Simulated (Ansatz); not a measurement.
Runs of Ansatz 0.2.0 on ZrB2. The structure is hexagonal, space group P6/mmm (No. 191). The conventional cell has a = 3.170 Å, b = 3.170 Å, c = 3.533 Å, α = 90.00°, β = 90.00°, γ = 120.00°. Zr (site symmetry 6/mmm) has 12 B at 2.54 Å as nearest neighbours. B (site symmetry -6m2) has 3 B at 1.83 Å as nearest neighbours. 

```tsv
task	level	potentials or basis	spin	cell	k mesh	cutoff (eV)	smearing	points for each segment of the path	gap on the mesh (eV)	pressure (GPa)
relaxation of the atoms	PBEsol+D3(BJ)-ATM	Ansatz PAW	SOC, no magnetisation	atoms relaxed from: atoms moved at random, drawn with an rms of 0.02 Å	7 × 7 × 6	420	methfessel-paxton 0.1 eV	-	-	-8.8
single point	r2SCAN+D3(BJ)	Ansatz PAW	SOC, no magnetisation	volume scaled by 1.08	10 × 10 × 8	500	fermi-dirac 0.15 eV	-	none	-18.0
relaxation of cell and atoms	BPBE+D3(BJ)	PseudoDojo standard (PBE files)	SOC, no magnetisation	relaxed	10 × 10 × 8	1034	fermi-dirac 0.15 eV	-	-	0.0
band structure	r2SCAN+D3(BJ)-ATM	Ansatz NC	non-collinear, ferromagnetic start, SOC	as given	10 × 10 × 8	1160	fermi-dirac 0.025 eV	14	none	(a)
```

Question: Estimate the missing entries.

Answer: (a) -0.5.

Caveats: the PAW data sets come from PBE, with cores solved anew for the run's functional, which leaves a small shift of forces and pressure (some runs); pairwise dispersion overbinds metals, which lowers pressure and volume (some runs); the dispersion damping was fitted for another functional or another form of the correction (some runs); the potentials were made for another functional, which shifts forces and pressure (some runs); the thresholds are loose for stress (some runs); the plane-wave basis is chosen anew once the cell has moved, so the energies of steps on either side of that aren't comparable (some runs); the magnetic or orbital state may not be the lowest (some runs).

A k mesh can miss the band edges, and rows without SOC leave out spin-orbit coupling on Zr.

A gap of «none» marks a metal or a gap under the smearing width.

Runs at the PBE level aren't shown here.
